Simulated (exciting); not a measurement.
# PbSe (Clausthalite) (Fm-3m) in exciting: notebook

The runs below take PbSe (Clausthalite) through single point, with LDA, LDA-PZ.

Everything below comes from runs of exciting (release sodium). Logs are shortened: lines on timing, memory, paths and dates and some standing lists are left out, and cuts for length are marked.

### 1 The crystal as given

It takes space group Fm-3m (No. 225, cubic). The conventional cell has a = 6.121 Å, b = 6.121 Å, c = 6.121 Å, α = 90.00°, β = 90.00°, γ = 90.00°. Pb (site symmetry m-3m) has 6 Se at 3.06 Å as nearest neighbours. Se (site symmetry m-3m) is surrounded by 6 Pb at 3.06 Å.

### 2 Single point, LDA, spin-orbit coupling, no magnetisation

File run_exciting.py:

```python
import subprocess
import xml.etree.ElementTree as ET
from ase.io import read
from ase.units import Bohr

atoms = read("POSCAR")
rmt = {'Pb': 2.3, 'Se': 2.0}  # bohr
tasks = """
<groundstate do="fromscratch" ngridk="5 5 5" rgkmax="9" gmaxvr="14" lmaxapw="10" lmaxmat="10" lmaxvr="8" xctype="LDA_PW" stype="Methfessel-Paxton 1" swidth="0.00036749" nempty="20" ValenceRelativity="iora*" epsengy="1e-05" epspot="1e-05" maxscl="60" tforce="true" outputlevel="normal" reducek="false">
  <spin spinorb="true"/>
</groundstate>
"""

root = ET.Element("input")
ET.SubElement(root, "title").text = "PbSe"
structure = ET.SubElement(root, "structure", speciespath="./", tshift="false")
crystal = ET.SubElement(structure, "crystal", scale="1.0")
for vector in atoms.cell / Bohr:
    ET.SubElement(crystal, "basevect").text = " ".join(f"{x:.12f}" for x in vector)
symbols = atoms.get_chemical_symbols()
for element in dict.fromkeys(symbols):
    species = ET.SubElement(structure, "species", speciesfile=element + ".xml", rmt=str(rmt[element]))
    for symbol, position in zip(symbols, atoms.get_scaled_positions(wrap=False)):
        if symbol == element:
            ET.SubElement(species, "atom", coord=" ".join(f"{x:.12f}" for x in position))
root.extend(ET.fromstring("<tasks>" + tasks + "</tasks>"))
ET.indent(root)
ET.ElementTree(root).write("input.xml")
subprocess.run(["exciting_smp"], check=True)
```

File POSCAR:

```
PbSe
1.0
    0.0000000000      3.0606500000      3.0606500000
    3.0606500000      0.0000000000      3.0606500000
    3.0606500000      3.0606500000      0.0000000000
Pb Se
1 1
Direct
    0.0000000000      0.0000000000      0.0000000000
    0.5000000000      0.5000000000      0.5000000000
```

Potentials or basis: all-electron LAPW+lo, shipped species files, valence relativity iora*.

Started as:

```
OMP_NUM_THREADS=1 python run_exciting.py
```

Log:

```text
================================================================================
EXCITING SODIUM started
[... 10 lines left out ...]

 Lattice vectors (cartesian) :
      0.0000000000      5.7837902670      5.7837902670
      5.7837902670      0.0000000000      5.7837902670
      5.7837902670      5.7837902670      0.0000000000

 Reciprocal lattice vectors (cartesian) :
     -0.5431719527      0.5431719527      0.5431719527
      0.5431719527     -0.5431719527      0.5431719527
      0.5431719527      0.5431719527     -0.5431719527

 Unit cell volume                           :     386.9613628710
 Brillouin zone volume                      :       0.6410206218

 Species :    1 (Pb)
     parameters loaded from                 :    Pb.xml
     name                                   :    lead
     nuclear charge                         :     -82.00000000
     electronic charge                      :      82.00000000
     atomic mass                            :  377702.49410000
     muffin-tin radius                      :       2.30000000
     # of radial points in muffin-tin       :     450

     atomic positions (lattice) :
       1 :   0.00000000  0.00000000  0.00000000

 Species :    2 (Se)
     parameters loaded from                 :    Se.xml
     name                                   :    selenium
     nuclear charge                         :     -34.00000000
     electronic charge                      :      34.00000000
     atomic mass                            :  143935.27480000
     muffin-tin radius                      :       2.00000000
     # of radial points in muffin-tin       :     350

     atomic positions (lattice) :
       1 :   0.50000000  0.50000000  0.50000000

 Total number of atoms per unit cell        :       2

 Spin treatment                             :    spin-polarised
 Spin-orbit coupling is included
 Global magnetic field (cartesian) :        0.00000000   0.00000000   0.00000000
 non-collinear magnetisation

 Number of Bravais lattice symmetries       :      48
 Number of crystal symmetries               :      48

 k-point grid                               :       5    5    5
 Total number of k-points                   :     125
 k-point set is not reduced

 R^MT_min * |G+k|_max (rgkmax)              :       9.00000000
 Species with R^MT_min                      :       2 (Se)
 Maximum |G+k| for APW functions            :       4.50000000
 Maximum |G| for potential and density      :      14.00000000

 G-vector grid sizes                        :      40    40    40
 Total number of G-vectors                  :   18053

 Maximum angular momentum used for
     APW functions                          :      10
     computing H and O matrix elements      :      10
     potential and density                  :       8
     inner part of muffin-tin               :       2

 Total nuclear charge                       :    -116.00000000
 Total electronic charge                    :     116.00000000
 Total core charge                          :      86.00000000
 Total valence charge                       :      30.00000000

 Number of empty states                     :      20
 Total number of valence states             :      72

 Maximum Hamiltonian size                   :     637
 Maximum number of plane-waves              :     609
 Total number of local-orbitals             :      28

 Exchange-correlation type                  :       3
     Perdew-Wang, Phys. Rev. B 45, 13244 (1992)

 Smearing scheme                            :    Methfessel-Paxton order 1, Phys. Rev. B 40, 3616 (1989)
 Smearing width                             :       0.00036749

 Using multisecant Broyden potential mixing
[... 16 lines left out ...]
+ SCF iteration number :    1                                                  +
++++++++++++++++++++++++++++++++++++++++++++++++++++++++++++++++++++++++++++++++
 Total energy                               :    -23339.29541385
 _______________________________________________________________
 Fermi energy                               :         0.22386440
 Kinetic energy                             :     26837.52586835
 Coulomb energy                             :    -49713.01343765
 Exchange energy                            :      -452.10729645
 Correlation energy                         :       -11.70054810
 No external B-field energy in total energy

 DOS at Fermi energy (states/Ha/cell)       :        76.35042669

 Electron charges :
     core                                   :        86.00000000
     core leakage                           :         0.01336863
     valence                                :        30.00000000
     interstitial                           :         5.65070109
     charge in muffin-tin spheres :
                  atom     1    Pb          :        78.92024956
                  atom     2    Se          :        31.42904935
     total charge in muffin-tins            :       110.34929891
     total charge                           :       116.00000000

 Moments :
     interstitial                 :    -0.00000000    -0.00000000     0.00000000
     moment in muffin-tin spheres :
         atom     1    Pb         :    -0.00000000    -0.00000000     0.00000000
         atom     2    Se         :     0.00000000     0.00000000    -0.00000000
     total moment in muffin-tins  :    -0.00000000     0.00000000    -0.00000000
     total moment                 :    -0.00000000    -0.00000000     0.00000000

++++++++++++++++++++++++++++++++++++++++++++++++++++++++++++++++++++++++++++++++
+ SCF iteration number :    2                                                  +
++++++++++++++++++++++++++++++++++++++++++++++++++++++++++++++++++++++++++++++++
 Total energy                               :    -23342.31704829
 _______________________________________________________________
 Fermi energy                               :         0.22284681
 Kinetic energy                             :     26835.13383867
 Coulomb energy                             :    -49713.65523635
 Exchange energy                            :      -452.09648342
 Correlation energy                         :       -11.69916719
 No external B-field energy in total energy
[... 483 lines left out ...]
++++++++++++++++++++++++++++++++++++++++++++++++++++++++++++++++++++++++++++++++
+ SCF iteration number :   15                                                  +
++++++++++++++++++++++++++++++++++++++++++++++++++++++++++++++++++++++++++++++++
 Total energy                               :    -23344.54234525
 _______________________________________________________________
 Fermi energy                               :         0.21937186
 Kinetic energy                             :     26833.33848327
 Coulomb energy                             :    -49714.07658304
 Exchange energy                            :      -452.10537943
 Correlation energy                         :       -11.69886606
 No external B-field energy in total energy

 DOS at Fermi energy (states/Ha/cell)       :        74.68312605

 Electron charges :
     core                                   :        86.00000000
     core leakage                           :         0.01319481
     valence                                :        30.00000000
     interstitial                           :         5.74551784
     charge in muffin-tin spheres :
                  atom     1    Pb          :        79.03954534
                  atom     2    Se          :        31.21493681
     total charge in muffin-tins            :       110.25448216
     total charge                           :       116.00000000

 Moments :
     interstitial                 :     0.00000000     0.00000000    -0.00000000
     moment in muffin-tin spheres :
         atom     1    Pb         :    -0.00000000    -0.00000000     0.00000000
         atom     2    Se         :    -0.00000000    -0.00000000     0.00000000
     total moment in muffin-tins  :    -0.00000000    -0.00000000     0.00000000
     total moment                 :     0.00000000     0.00000000    -0.00000000

 RMS change in effective potential (target) :  0.359386E-08  ( 0.100000E-04)
 Absolute change in total energy   (target) :  0.792496E-05  ( 0.100000E-04)
 Charge distance                   (target) :  0.725890E-08  ( 0.100000E-04)
 Abs. change in max-nonIBS-force   (target) :   0.00000      ( 0.500000E-04)

++++++++++++++++++++++++++++++++++++++++++++++++++++++++++++++++++++++++++++++++
| Convergency criteria checked for the last 2 iterations                       +
| Convergence targets achieved. Performing final SCF iteration                 +
++++++++++++++++++++++++++++++++++++++++++++++++++++++++++++++++++++++++++++++++
 Total energy                               :    -23344.54234468
 _______________________________________________________________
 Fermi energy                               :         0.21937166
 Kinetic energy                             :     26833.33848350
 Coulomb energy                             :    -49714.07658270
 Exchange energy                            :      -452.10537942
 Correlation energy                         :       -11.69886606
 No external B-field energy in total energy

 DOS at Fermi energy (states/Ha/cell)       :        74.59716247

 Electron charges :
     core                                   :        86.00000000
     core leakage                           :         0.01319481
     valence                                :        30.00000000
     interstitial                           :         5.74551780
     charge in muffin-tin spheres :
                  atom     1    Pb          :        79.03954537
                  atom     2    Se          :        31.21493683
     total charge in muffin-tins            :       110.25448220
     total charge                           :       116.00000000

 Moments :
     interstitial                 :    -0.00000000    -0.00000000    -0.00000000
     moment in muffin-tin spheres :
         atom     1    Pb         :     0.00000000    -0.00000000     0.00000000
         atom     2    Se         :     0.00000000     0.00000000     0.00000000
     total moment in muffin-tins  :     0.00000000     0.00000000     0.00000000
     total moment                 :    -0.00000000    -0.00000000    -0.00000000

++++++++++++++++++++++++++++++++++++++++++++++++++++++++++++++++++++++++++++++++
+ Self-consistent loop stopped                                                 +
++++++++++++++++++++++++++++++++++++++++++++++++++++++++++++++++++++++++++++++++
 STATE.OUT is written

--------------------------------------------------------------------------------
- Writing atomic positions and forces                                          -
--------------------------------------------------------------------------------

 Atomic positions (lattice) :
 atom     1  Pb  :     0.00000000    0.00000000    0.00000000
 atom     2  Se  :     0.50000000    0.50000000    0.50000000

 Total atomic forces including IBS (cartesian) :
 atom     1  Pb  :    -0.00000000    0.00000000    0.00000000
 atom     2  Se  :     0.00000000    0.00000000   -0.00000000

 Atomic force components including IBS (cartesian) :
 atom     1  Pb  :     0.00000000   -0.00000000    0.00000000   HF force
                 :     0.00000000   -0.00000000   -0.00000000   core correction
                 :    -0.00000000   -0.00000000    0.00000000   IBS correction
 atom     2  Se  :    -0.00000000    0.00000000   -0.00000000   HF force
                 :    -0.00000000    0.00000000    0.00000000   core correction
                 :     0.00000000    0.00000000    0.00000000   IBS correction

********************************************************************************
[... 7 lines left out ...]
| EXCITING SODIUM stopped                                                      =
================================================================================
```

Wall time 24 min (1 thread of Arm Neoverse V1, shared host); peak memory 0.21 GiB.

Results:

* All electrons inside the program's atomic spheres: Pb 79.04; Se 31.21 (radii Pb 2.3, Se 2.0 bohr)

Levels at points of the mesh, in eV from the Fermi level:
| k point | band 28 | band 29 | band 30 | band 31 | band 32 | band 33 |
| --- | --- | --- | --- | --- | --- | --- |
| (0.00, 0.00, 0.00) | -2.09 | -2.09 | -2.09 | 2.84 | 2.84 | 4.91 |

Caveat: this odd mesh misses L, where the gap lies, so gap, dielectric constants and Born charges aren't listed; total energies with spin-orbit coupling aren't reliable in this program, so none is listed and the log's shouldn't be used.

(Part 1 of 2 ends here.)
